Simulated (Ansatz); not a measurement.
## In and the effect of the strain (εzz = s)

```
CELL_PARAMETERS angstrom
-1.62547 1.62547 2.47370
1.62547 -1.62547 2.47370
1.62547 1.62547 -2.47370
ATOMIC_POSITIONS crystal
In 0.00000 0.00000 0.00000
```

Kept alike: task band structure; functional PBE; k mesh 10 × 10 × 10; occupations fermi-dirac, width 0.05 eV; no spin polarisation. Program: Ansatz, Ansatz PAW, cutoff 420 eV. The mesh is that of the run's cell of 1 atom. No spin-orbit coupling.

```csv
s,free energy over the lowest row (meV/atom)
-0.04,10.14
-0.02,?
-0.01,0.73
0,0.00
0.01,0.19
0.02,0.77
0.04,2.22
```

The cell shown is the unstrained one; x, y and z are its Cartesian axes; atoms keep their fractions. For a metal such a mesh leaves the last digits unconverged.

Q: Fit the rows shown and predict the run at -0.02.

A: A least-squares cubic through the rows shown is free energy = -48314 s³ + 3831.7 s² - 21.69 s + 0.052 (largest miss 0.052); at s = -0.02 it gives 2.40 meV/atom. The run gave: free energy over the lowest row 2.68 meV/atom.
